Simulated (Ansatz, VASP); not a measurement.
PbS: VASP beside Ansatz

```
Pb S
1.0
     0.00000    2.97485    2.97485
     2.97485    0.00000    2.97485
     2.97485    2.97485    0.00000
Pb S
1 1
Direct
  0.00000 0.00000 0.00000
  0.50000 0.50000 0.50000
```

Change from the starting cell: volume scaled by 1.01, PAW files.

Alike in both runs: task electric field gradients; functional PBE; k mesh 8 × 8 × 8; occupations fermi-dirac, width 0.01 eV; no spin polarisation.

|  | VASP | Ansatz |
| --- | --- | --- |
| version | VASP 6.6.1 | Ansatz 0.2.0 |
| potentials or method | VASP PAW PBE potentials, release 64 (Pb_d, S) | PAW with Ansatz's default frozen-core files, scalar-relativistic |
| plane-wave cutoff (eV) | 520 | 420 |
| valence electrons in the cell | 20 | 20 |

Ansatz gave:

| Quantity | Value |
| --- | --- |
| gap on the k mesh at the Fermi level (eV) | 0.39 |
| pressure (GPa) | 1.7 |
| Vzz of the field gradient on the site that differs most (V/Å²) | 0.0 |

Q: What did VASP give for the same quantities?

A: gap on the k mesh at the Fermi level (eV): 0.40; pressure (GPa): 1.6; Vzz of the field gradient on the site that differs most (V/Å²): 0.0.

Ansatz warned: «gradients_without_spin_orbit».

Caveats: spin-orbit coupling is left out, which as a rule narrows the gap of such compounds by several tenths of an eV.
